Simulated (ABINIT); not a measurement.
## MgO (Periclase): one start, several treatments of the self-energy

Aim: compare treatments of exchange, screening and correlation for the gap of MgO (Periclase).

Method: PBE and many-body steps on it, plane waves, in ABINIT 10.8.3.

The database entry behind the starting cell differs from later determinations by our own check (about 0.1 % long), so it need not match the best structure at ambient conditions.

**1. Starting point**

The structure is cubic, space group Fm-3m (No. 225). Conventional cell: a = 4.217 Å, b = 4.217 Å, c = 4.217 Å, α = 90.00°, β = 90.00°, γ = 90.00°. Nearest to Mg lie 6 O at 2.11 Å. Nearest to O lie 6 Mg at 2.11 Å. Farther neighbours and most contacts between anions are not listed.

The cell and positions come from the Crystallography Open Database and are kept as given unless a step says otherwise.

**2. Empty states on the mesh, 6×6×6 mesh, 174 bands**

This step: ABINIT 10.8.3; DFT, PBE, plane waves, norm-conserving pseudopotentials.

The sums over transitions need many empty states on a uniform mesh; this step solves for them.

File run.abi:

```
acell 3*1.0 Angstrom
rprim 
  -0.000000000000 2.108500000000 2.108500000000
  2.108500000000 0.000000000000 2.108500000000
  2.108500000000 2.108500000000 0.000000000000
ntypat 2
znucl 12 8
natom 2
typat 1 2
xred 
  0.000000000000 0.000000000000 0.000000000000
  0.500000000000 0.500000000000 0.500000000000
pp_dirpath "pseudos"
pseudos "Mg.upf, O.upf"
ecut 38
ngkpt 6 6 6
nshiftk 1
shiftk 0 0 0
kptopt 1
chksymbreak 0
irdden 1
istwfk *1
nband 174
prtvol 0
optdriver 6
gwr_task "HDIAGO"
paral_kgb 0
occopt 1
indata_prefix "in"
outdata_prefix "out"
tmpdata_prefix "tmp"
```

Run with:

```sh
$ OMP_NUM_THREADS=1 mpirun -n 8 abinit run.abi > log
```

The program printed:

```text
.Version 10.8.3 of ABINIT. v10.8.2 released Aug 2026.

 Symmetries : space group Fm -3 m (#225); Bravais cF (face-center cubic)
[... echo of the input left out ...]
== DATASET  1 ==================================================================
-   mpi_nproc: 8, omp_nthreads: 1 (-1 if OMP is not activated)

--- !DatasetInfo
iteration_state: {dtset: 1, }
dimensions: {natom: 2, nkpt: 16, mband: 174, nsppol: 1, nspinor: 1, nspden: 1, mpw: 1430, }
cutoff_energies: {ecut:  38.0, pawecutdg:  -1.0, }
[...]
Direct band gap semiconductor
 Fundamental gap:     4.733 (eV)
   VBM:     4.693 (eV) at k: [ 0.0000E+00,  0.0000E+00,  0.0000E+00]
   CBM:     9.426 (eV) at k: [ 0.0000E+00,  0.0000E+00,  0.0000E+00]
 Direct gap:         4.733 (eV) at k: [ 0.0000E+00,  0.0000E+00,  0.0000E+00]

== END DATASET(S) ==============================================================
================================================================================

 -outvars: echo values of variables after computation  --------
           etotal      0.0000000000E+00
            nband         174
             nkpt          16
          spgroup         225
 [... the other variables as echoed above ...]

 Calculation completed.
```

Elapsed: 16 s, on 8 MPI ranks of Arm Neoverse N1, shared host; peak memory 1.4 GiB.

This step gave:

| Item | Value |
| --- | --- |
| gap | 4.733 eV |
| k of the valence top | 0, 0, 0 |
| k of the conduction bottom | 0, 0, 0 |
| least direct gap | 4.733 eV |
| k points computed | 16 |
| lowest point of the top converged band, above the valence top | 221.2354 eV |

On this mesh the gap is 4.733 eV.

The density comes from a self-consistent run that is not shown.

**3. Screening, 6×6×6 mesh, 166 bands, screening to 304.8 eV**

The RPA dielectric matrix is built and inverted for each q.

This step: RPA screening on PBE, plane waves, norm-conserving pseudopotentials.

Edit run.abi of step 2 so:

```diff
@@ -20,10 +20,11 @@
 chksymbreak 0
-irdden 1
 istwfk *1
-nband 174
-prtvol 0
-optdriver 6
-gwr_task "HDIAGO"
-paral_kgb 0
 occopt 1
+irdwfk 1
+optdriver 3
+nband 166
+ecuteps 11.2
+inclvkb 2
+awtr 1
+symchi 1
 indata_prefix "in"
```

The program printed:

```text
.Version 10.8.3 of ABINIT. v10.8.2 released Aug 2026.

 Symmetries : space group Fm -3 m (#225); Bravais cF (face-center cubic)
[... echo of the input left out ...]
== DATASET  1 ==================================================================
-   mpi_nproc: 8, omp_nthreads: 1 (-1 if OMP is not activated)

--- !DatasetInfo
iteration_state: {dtset: 1, }
dimensions: {natom: 2, nkpt: 16, mband: 166, nsppol: 1, nspinor: 1, nspden: 1, mpw: 1430, }
cutoff_energies: {ecut:  38.0, pawecutdg:  -1.0, }
electrons: {nelect:   1.60000000E+01, charge:   0.00000000E+00, occopt:   1.00000000E+00, tsmear:   1.00000000E-02, }

 SCREENING: Calculation of the susceptibility and dielectric matrices

 Based on a program developped by R.W. Godby, V. Olevano, G. Onida, and L. Reining.
 Incorporated in ABINIT by V. Olevano, G.-M. Rignanese, and M. Torrent.
.Using double precision arithmetic ; gwpc =  8

[... cell and pseudopotentials left out ...]
--------------------------------------------------------------------------------

 ==== K-mesh for the wavefunctions ====
 Number of points in the irreducible wedge :    16
[... list of points left out ...]
 Together with 48 symmetry operations and time-reversal symmetry
 yields   216 points in the full Brillouin Zone.

 ==== Q-mesh for the screening function ====
 Number of points in the irreducible wedge :    16
[... list of points left out ...]
 Together with 48 symmetry operations and time-reversal symmetry
 yields   216 points in the full Brillouin Zone.

 setmesh: FFT mesh size selected  =    24x   24x   24
          total number of points  =        13824

 vcoul_init : cutoff-mode = AUXILIARY_FUNCTION
 q-points for optical limit:   1
     1)      0.000010    0.000020    0.000030

- screening: taking advantage of time-reversal symmetry
- Maximum band index for partially occupied states nbvw = 8
- Remaining bands to be divided among processors   nbcw = 158
- Number of bands treated by each node ~19

 Number of electrons calculated from density =   16.0000; Expected =   16.0000
 average of density, n =  0.126466
 r_s =    1.2359
 omega_plasma =   34.3038 [eV]

 calculating chi0 at frequencies [eV] :
  1    0.000000E+00    0.000000E+00
  2    0.000000E+00    3.430377E+01

--------------------------------------------------------------------------------
  q-point number  1        q = ( 0.000000, 0.000000, 0.000000) [r.l.u.]
--------------------------------------------------------------------------------
[... chi0 elements left out ...]
 For q-point:  0.000010 0.000020 0.000030
  dielectric constant =   3.0343
  dielectric constant without local fields =   3.2587

  Average fulfillment of the sum rule on Im[epsilon] for q-point    1 :     86.09  [%]
[... wings left out ...]
  q-point number  2        q = ( 0.166667, 0.000000, 0.000000) [r.l.u.]
--------------------------------------------------------------------------------
[... chi0 elements left out ...]
  Average fulfillment of the sum rule on Im[epsilon] for q-point    2 :     97.27  [%]

 [... 14 further q-points ...]
```

It took 4.3 min on 8 MPI ranks; peak memory 1.6 GiB.

Numbers from this step:

```
ε∞ with local fields, on this mesh, along the program's q direction : 3.034
the same without local fields                                       : 3.259
plasma frequency                                                    : 34.30 eV
plane waves in the screening matrix                                 : 259
```

Local fields lower ε∞ by 7 %.

**4. G0W0, Godby-Needs plasmon pole**

The self-energy is evaluated for the states that the input lists, and the levels follow from it, in one-shot runs by the linearised quasiparticle equation.

This step: G0W0 on PBE, plane waves, norm-conserving pseudopotentials.

Edit run.abi of step 3 so:

```diff
@@ -23,8 +23,15 @@
 irdwfk 1
-optdriver 3
+optdriver 4
 nband 166
+gwcalctyp 0
+ecutsigx 38
+symsigma 1
+nkptgw 1
+kptgw 
+  0.0000000000 0.0000000000 0.0000000000
+bdgw 
+  6 12
 ecuteps 11.2
-inclvkb 2
-awtr 1
-symchi 1
+irdscr 1
+ppmodel 1
 indata_prefix "in"
```

The program printed:

```text
.Version 10.8.3 of ABINIT. v10.8.2 released Aug 2026.

 Symmetries : space group Fm -3 m (#225); Bravais cF (face-center cubic)
[... echo of the input left out ...]
== DATASET  1 ==================================================================
-   mpi_nproc: 8, omp_nthreads: 1 (-1 if OMP is not activated)

--- !DatasetInfo
iteration_state: {dtset: 1, }
dimensions: {natom: 2, nkpt: 16, mband: 166, nsppol: 1, nspinor: 1, nspden: 1, mpw: 1430, }
cutoff_energies: {ecut:  38.0, pawecutdg:  -1.0, }
electrons: {nelect:   1.60000000E+01, charge:   0.00000000E+00, occopt:   1.00000000E+00, tsmear:   1.00000000E-02, }

 SIGMA: Calculation of the GW corrections

 Based on a program developped by R.W. Godby, V. Olevano, G. Onida, and L. Reining.
 Incorporated in ABINIT by V. Olevano, G.-M. Rignanese, and M. Torrent.
.Using double precision arithmetic ; gwpc =  8

[... cell and pseudopotentials left out ...]
--------------------------------------------------------------------------------

 ==== K-mesh for the wavefunctions ====
 Number of points in the irreducible wedge :    16
[... list of points left out ...]
 Together with 48 symmetry operations and time-reversal symmetry
 yields   216 points in the full Brillouin Zone.

 ==== Q-mesh for screening function ====
 Number of points in the irreducible wedge :    16
[... list of points left out ...]
 Together with 48 symmetry operations and time-reversal symmetry
 yields   216 points in the full Brillouin Zone.

 vcoul_init : cutoff-mode = AUXILIARY_FUNCTION
 q-points for optical limit:   1
     1)      0.000010    0.000020    0.000030
 setmesh: FFT mesh size selected  =    32x   32x   32
          total number of points  =        32768

 Number of electrons calculated from density =   16.0000; Expected =   16.0000
 average of density, n =  0.126466
 r_s =    1.2359
 omega_plasma =   34.3038 [eV]

 === KS Band Gaps ===
  >>>> For spin  1
   Minimum direct gap =   4.7331 [eV], located at k-point      :   0.0000  0.0000  0.0000
   Fundamental gap    =   4.7331 [eV], Top of valence bands at :   0.0000  0.0000  0.0000
                                       Bottom of conduction at :   0.0000  0.0000  0.0000
 SIGMA fundamental parameters:
 PLASMON POLE MODEL  1
 number of plane-waves for SigmaX                 1411
 number of plane-waves for SigmaC and W            259
 number of plane-waves for wavefunctions          1411
 number of bands                                   166
 number of independent spin polarizations            1
 number of spinorial components                      1
 number of k-points in IBZ                          16
 number of q-points in IBZ                          16
 number of symmetry operations                      48
 number of k-points in BZ                          216
 number of q-points in BZ                          216
 number of frequencies for dSigma/dE                 9
 frequency step for dSigma/dE [eV]                0.25
 number of omega for Sigma on real axis              0
 max omega for Sigma on real axis  [eV]           0.00
 zcut for avoiding poles [eV]                     0.10

 EPSILON^-1 parameters (SCR file):
 dimension of the eps^-1 matrix on file            259
 dimension of the eps^-1 matrix used               259
 number of plane-waves for wavefunctions          1411
 number of bands                                   166
 number of q-points in IBZ                          16
 number of frequencies                               2
 number of real frequencies                          1
 number of imag frequencies                          1

 matrix elements of self-energy operator (all in [eV])

 Perturbative Calculation

--- !SelfEnergy_ee
iteration_state: {dtset: 1, }
kpoint     : [   0.000,    0.000,    0.000, ]
spin       : 1
KS_gap     :    4.733
QP_gap     :    7.073
Delta_QP_KS:    2.340
data: !SigmaeeData |
     Band     E0 <VxcDFT>   SigX SigC(E0)      Z dSigC/dE  Sig(E)    E-E0       E
        6   4.693 -20.107 -25.567   3.571   0.805  -0.242 -21.628  -1.521   3.172
        7   4.693 -20.107 -25.567   3.571   0.805  -0.242 -21.628  -1.521   3.172
        8   4.693 -20.107 -25.567   3.571   0.805  -0.242 -21.628  -1.521   3.172
        9   9.426 -13.453  -8.885  -3.608   0.854  -0.172 -12.633   0.820  10.246
       10  20.632  -9.568  -3.679  -4.671   0.862  -0.160  -8.518   1.051  21.683
       11  20.632  -9.568  -3.679  -4.671   0.862  -0.160  -8.518   1.051  21.683
       12  20.632  -9.568  -3.679  -4.671   0.862  -0.160  -8.518   1.051  21.683

== END DATASET(S) ==============================================================
================================================================================

 -outvars: echo values of variables after computation  --------
           etotal      0.0000000000E+00
            nband         166
             nkpt          16
          spgroup         225
 [... the other variables as echoed above ...]

 Calculation completed.
```

Run time: 17 s. Hardware: 8 MPI ranks; peak memory 1.7 GiB; 2.3 min of CPU time.

Numbers from this step:

- G0W0 gap on the points computed: 7.074 eV
- starting gap on the mesh: 4.733 eV
- k of the valence top: 0, 0, 0
- k of the conduction bottom: 0, 0, 0
- Z at the valence top: 0.805
- Z at the conduction bottom: 0.854
- least direct G0W0 gap on the computed points: 7.074 eV

The gap on the mesh goes from 4.73 eV to 7.07 eV, a correction of +2.34 eV.

**5. G0W0, Hybertsen-Louie plasmon pole**

Edit run.abi of step 4 so:

```diff
@@ -35,3 +35,3 @@
 irdscr 1
-ppmodel 1
+ppmodel 2
 indata_prefix "in"
```

The program printed:

```text
.Version 10.8.3 of ABINIT. v10.8.2 released Aug 2026.

 Symmetries : space group Fm -3 m (#225); Bravais cF (face-center cubic)
[... echo of the input left out ...]
== DATASET  1 ==================================================================
-   mpi_nproc: 8, omp_nthreads: 1 (-1 if OMP is not activated)

--- !DatasetInfo
iteration_state: {dtset: 1, }
dimensions: {natom: 2, nkpt: 16, mband: 166, nsppol: 1, nspinor: 1, nspden: 1, mpw: 1430, }
cutoff_energies: {ecut:  38.0, pawecutdg:  -1.0, }
electrons: {nelect:   1.60000000E+01, charge:   0.00000000E+00, occopt:   1.00000000E+00, tsmear:   1.00000000E-02, }

 SIGMA: Calculation of the GW corrections

 Based on a program developped by R.W. Godby, V. Olevano, G. Onida, and L. Reining.
 Incorporated in ABINIT by V. Olevano, G.-M. Rignanese, and M. Torrent.
.Using double precision arithmetic ; gwpc =  8

[... cell and pseudopotentials left out ...]
--------------------------------------------------------------------------------

 ==== K-mesh for the wavefunctions ====
 Number of points in the irreducible wedge :    16
[... list of points left out ...]
 Together with 48 symmetry operations and time-reversal symmetry
 yields   216 points in the full Brillouin Zone.

 ==== Q-mesh for screening function ====
 Number of points in the irreducible wedge :    16
[... list of points left out ...]
 Together with 48 symmetry operations and time-reversal symmetry
 yields   216 points in the full Brillouin Zone.

 vcoul_init : cutoff-mode = AUXILIARY_FUNCTION
 q-points for optical limit:   1
     1)      0.000010    0.000020    0.000030
 setmesh: FFT mesh size selected  =    32x   32x   32
          total number of points  =        32768

 Number of electrons calculated from density =   16.0000; Expected =   16.0000
[...]
number of q-points in BZ                          216
 number of frequencies for dSigma/dE                 9
 frequency step for dSigma/dE [eV]                0.25
 number of omega for Sigma on real axis              0
 max omega for Sigma on real axis  [eV]           0.00
 zcut for avoiding poles [eV]                     0.10

 EPSILON^-1 parameters (SCR file):
 dimension of the eps^-1 matrix on file            259
 dimension of the eps^-1 matrix used               259
 number of plane-waves for wavefunctions          1411
 number of bands                                   166
 number of q-points in IBZ                          16
 number of frequencies                               2
 number of real frequencies                          1
 number of imag frequencies                          1

 matrix elements of self-energy operator (all in [eV])

 Perturbative Calculation

--- !SelfEnergy_ee
iteration_state: {dtset: 1, }
kpoint     : [   0.000,    0.000,    0.000, ]
spin       : 1
KS_gap     :    4.733
QP_gap     :    7.508
Delta_QP_KS:    2.775
data: !SigmaeeData |
     Band     E0 <VxcDFT>   SigX SigC(E0)      Z dSigC/dE  Sig(E)    E-E0       E
        6   4.693 -20.107 -25.567   2.694   0.884  -0.131 -22.552  -2.445   2.248
        7   4.693 -20.107 -25.567   2.694   0.884  -0.131 -22.552  -2.445   2.248
        8   4.693 -20.107 -25.567   2.694   0.884  -0.131 -22.552  -2.445   2.248
        9   9.426 -13.453  -8.885  -4.201   0.899  -0.113 -13.123   0.330   9.756
       10  20.632  -9.568  -3.679  -5.090   0.904  -0.106  -8.845   0.723  21.355
       11  20.632  -9.568  -3.679  -5.090   0.904  -0.106  -8.845   0.723  21.355
       12  20.632  -9.568  -3.679  -5.090   0.904  -0.106  -8.845   0.723  21.355

== END DATASET(S) ==============================================================
================================================================================

 -outvars: echo values of variables after computation  --------
           etotal      0.0000000000E+00
            nband         166
             nkpt          16
          spgroup         225
 [... the other variables as echoed above ...]

 Calculation completed.
```

Elapsed: 17 s, on 8 MPI ranks; peak memory 1.6 GiB.

Numbers from this step:

```yaml
g0w0_gap_on_the_points_computed: 7.508 eV
starting_gap_on_the_mesh: 4.733 eV
k_of_the_valence_top: 0, 0, 0
k_of_the_conduction_bottom: 0, 0, 0
z_at_the_valence_top: 0.884
z_at_the_conduction_bottom: 0.899
least_direct_g0w0_gap_on_the_computed_points: 7.508 eV
```

Against G0W0 in ABINIT (6×6×6 mesh, 166 bands, screening to 304.8 eV, Godby-Needs plasmon pole), the gap moves by +0.434 eV.

**6. G0W0, von der Linden-Horsch plasmon pole**

Edit run.abi of step 5 so:

```diff
@@ -35,3 +35,3 @@
 irdscr 1
-ppmodel 2
+ppmodel 3
 indata_prefix "in"
```

The program printed:

```text
.Version 10.8.3 of ABINIT. v10.8.2 released Aug 2026.

 Symmetries : space group Fm -3 m (#225); Bravais cF (face-center cubic)
[... echo of the input left out ...]
== DATASET  1 ==================================================================
-   mpi_nproc: 8, omp_nthreads: 1 (-1 if OMP is not activated)

--- !DatasetInfo
iteration_state: {dtset: 1, }
dimensions: {natom: 2, nkpt: 16, mband: 166, nsppol: 1, nspinor: 1, nspden: 1, mpw: 1430, }
cutoff_energies: {ecut:  38.0, pawecutdg:  -1.0, }
[...]
10  20.632  -9.568  -3.679  -5.157   0.921  -0.086  -8.894   0.674  21.306
       11  20.632  -9.568  -3.679  -5.157   0.921  -0.086  -8.894   0.674  21.306
       12  20.632  -9.568  -3.679  -5.157   0.921  -0.086  -8.894   0.674  21.306

== END DATASET(S) ==============================================================
================================================================================

 -outvars: echo values of variables after computation  --------
           etotal      0.0000000000E+00
            nband         166
             nkpt          16
          spgroup         225
 [... the other variables as echoed above ...]

 Calculation completed.
```

Elapsed: 11 s, on 8 MPI ranks; peak memory 1.3 GiB.

Numbers from this step:

* G0W0 gap on the points computed: 7.334 eV
* starting gap on the mesh: 4.733 eV
* k of the valence top: 0, 0, 0
* k of the conduction bottom: 0, 0, 0
* least direct G0W0 gap on the computed points: 7.334 eV

Against G0W0 in ABINIT (6×6×6 mesh, 166 bands, screening to 304.8 eV, Godby-Needs plasmon pole), the gap moves by +0.260 eV.

**7. G0W0, Engel-Farid plasmon pole**

Edit run.abi of step 6 so:

```diff
@@ -35,3 +35,3 @@
 irdscr 1
-ppmodel 3
+ppmodel 4
 indata_prefix "in"
```

The program printed:

```text
.Version 10.8.3 of ABINIT. v10.8.2 released Aug 2026.

 Symmetries : space group Fm -3 m (#225); Bravais cF (face-center cubic)
[... echo of the input left out ...]
== DATASET  1 ==================================================================
-   mpi_nproc: 8, omp_nthreads: 1 (-1 if OMP is not activated)

--- !DatasetInfo
iteration_state: {dtset: 1, }
dimensions: {natom: 2, nkpt: 16, mband: 166, nsppol: 1, nspinor: 1, nspden: 1, mpw: 1430, }
cutoff_energies: {ecut:  38.0, pawecutdg:  -1.0, }
[...]
10  20.632  -9.568  -3.679  -4.817   0.875  -0.143  -8.630   0.939  21.571
       11  20.632  -9.568  -3.679  -4.817   0.875  -0.143  -8.630   0.939  21.571
       12  20.632  -9.568  -3.679  -4.817   0.875  -0.143  -8.630   0.939  21.571

== END DATASET(S) ==============================================================
================================================================================

 -outvars: echo values of variables after computation  --------
           etotal      0.0000000000E+00
            nband         166
             nkpt          16
          spgroup         225
 [... the other variables as echoed above ...]

 Calculation completed.
```

Elapsed: 11 s, on 8 MPI ranks; peak memory 1.4 GiB; 84 s of CPU time.

This step gave:

```yaml
g0w0_gap_on_the_points_computed: 7.219 eV
starting_gap_on_the_mesh: 4.733 eV
k_of_the_valence_top: 0, 0, 0
k_of_the_conduction_bottom: 0, 0, 0
least_direct_g0w0_gap_on_the_computed_points: 7.219 eV
```

Against G0W0 in ABINIT (6×6×6 mesh, 166 bands, screening to 304.8 eV, Godby-Needs plasmon pole), the gap moves by +0.145 eV.

(Part 1 of 2 ends here.)

[Paths, hosts, dates, memory and timing lines, banners, echoed tables and standing remarks are left out of the program output.]

[Logs are printed without paths, hosts, clocks, repeated set-up lines and the standing remarks that a program may print on its own settings, such as how far it seeks lower states.]

[Runs of the session that timed out or met a known fault of the program may be left out.]

[Hosts, paths, dates, database ids (printed as entryN), source tags and the programs' standing remarks are cut or masked in the printed files.]

[G0W0 gaps are taken among the corrected bands and points alone; a level outside them can change the order at an edge.]

[Where Ansatz stands beside ABINIT at settings called matched, ABINIT's density can come from a denser mesh and the files from another edition; pairs whose starting gaps differed by over 0.03 eV were left out, so agreement reads better than it is.]
